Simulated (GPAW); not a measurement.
Set up this calculation in GPAW 26.7.0, as an ASE script.

```
Task                : relaxation of cell and atoms
Functional          : PBEsol
Potentials or basis : PAW data sets generated in the run's folder for this functional
Cutoff              : 600 eV
Basis               : pw
k mesh              : 7 × 7 × 7
Occupations         : fermi-dirac, width 0.05 eV
Spin                : no spin polarisation
Target pressure     : 5 GPa
Maxiter             : 150
Optimizer           : BFGS
Fmax                : 0.02 eV/Å
Max steps           : 60
Target pressure     : 5 GPa
Convergence         : density=1e-05 forces=0.0001
```

The system is SnTe.

```
Te Sn
1.0
     0.00000    3.61115    3.61115
     3.61115    0.00000    3.61115
     3.61115    3.61115    0.00000
Te Sn
1 1
Direct
  0.25000 0.25000 0.25000
  0.00000 0.00000 0.00000
```

Measurements of this composition are mostly on another form, of space group No. 225.

The input as run:

run.py

```python
from ase import Atoms
from ase.filters import FrechetCellFilter
from ase.io import write
from ase.optimize import BFGS
from ase.units import GPa
from gpaw import GPAW, PW, setup_paths

setup_paths.insert(0, '.')

atoms = Atoms(['Te', 'Sn'],
              cell=[[0.0, 3.611146, 3.611146],
                    [3.611146, 0.0, 3.611146],
                    [3.611146, 3.611146, 0.0]],
              scaled_positions=[[0.25, 0.25, 0.25],
                                [0.0, 0.0, 0.0]],
              pbc=True)

calc = GPAW(mode=PW(600),
            xc='PBEsol',
            kpts={'size': (7, 7, 7), 'gamma': True},
            occupations={'name': 'fermi-dirac', 'width': 0.05},
            nbands=19,
            convergence={'density': 1e-05, 'forces': 0.0001},
            maxiter=150,
            txt='gpaw.txt')
atoms.calc = calc
opt = BFGS(FrechetCellFilter(atoms, scalar_pressure=5 * GPa), trajectory='relax.traj', logfile='-')
done = opt.run(fmax=0.02, steps=60)
calc.write('gs.gpw')
write('result.traj', atoms)
print('Converged:', done)
print('Cell:', atoms.cell.cellpar().round(4))
print('Volume:', round(atoms.get_volume(), 4))
print(atoms.get_scaled_positions().round(5))
```

Potentials or basis: PAW data sets generated in the run's folder for this functional, pw.

Command:

```sh
$ gpaw-setup -f PBEsol Sn Te
$ OMP_NUM_THREADS=1 python run.py
```

It gave:

```
Relaxed volume                                         : 38.27 Å³/atom
Relaxed cell                                           : a = 4.766 Å, b = 4.766 Å, c = 4.766 Å, α = 60.00°, β = 60.00°, γ = 60.00°
Space group after relaxing (to 0.05 Å)                 : F-43m (No. 216)
Energy change on relaxing (the enthalpy is what falls) : +69.5 meV/atom
Ionic steps                                            : 5
Pressure after relaxing                                : 5.0 GPa
Band gap on the k mesh                                 : none (metal or under the smearing width)
```

Caveat: later steps reuse the first step's grids; the volume moved by over 15 % at a fixed basis, so the end points are rough.

It took 85 s on 1 thread of Arm Neoverse V2 (shared host), peak memory 0.25 GiB.
